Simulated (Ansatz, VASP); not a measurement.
# GaN: VASP beside Ansatz

```
Ga N
1.0
     3.25030    0.00000    0.00000
    -1.62515    2.81484    0.00000
     0.00000    0.00000    5.29495
Ga N
2 2
Direct
  0.33333 0.66667 0.99913
  0.66667 0.33333 0.49913
  0.33333 0.66667 0.37587
  0.66667 0.33333 0.87587
```

Alike in both runs: functional PBE; k mesh 12 × 12 × 6; occupations gaussian, width 0.02 eV; no spin polarisation.

Ansatz relaxed the structure, and its values are those at the end. VASP's run is a single point on that final structure, the one shown.

|  | VASP | Ansatz |
| --- | --- | --- |
| version | VASP 6.6.1 | Ansatz 0.2.0 |
| potentials or method | VASP PAW PBE potentials, release 64 (Ga_d, N) | scalar-relativistic, plane waves, PAW |
| plane-wave cutoff (eV) | 520 | 420 |
| valence electrons in the cell | 36 | 36 |

```tsv
	VASP	Ansatz	Ansatz less VASP
gap on the k mesh at the Fermi level (eV)	1.52	1.51	-0.004
least direct gap on the mesh (eV)	1.52	1.51	-0.004
pressure (GPa)	-4.6	-4.8	-0.14
```

The functional is the same, so the differences come from potentials, cutoffs and numerics.

A hybrid or GW would open this gap; PBE tends to underestimate it.
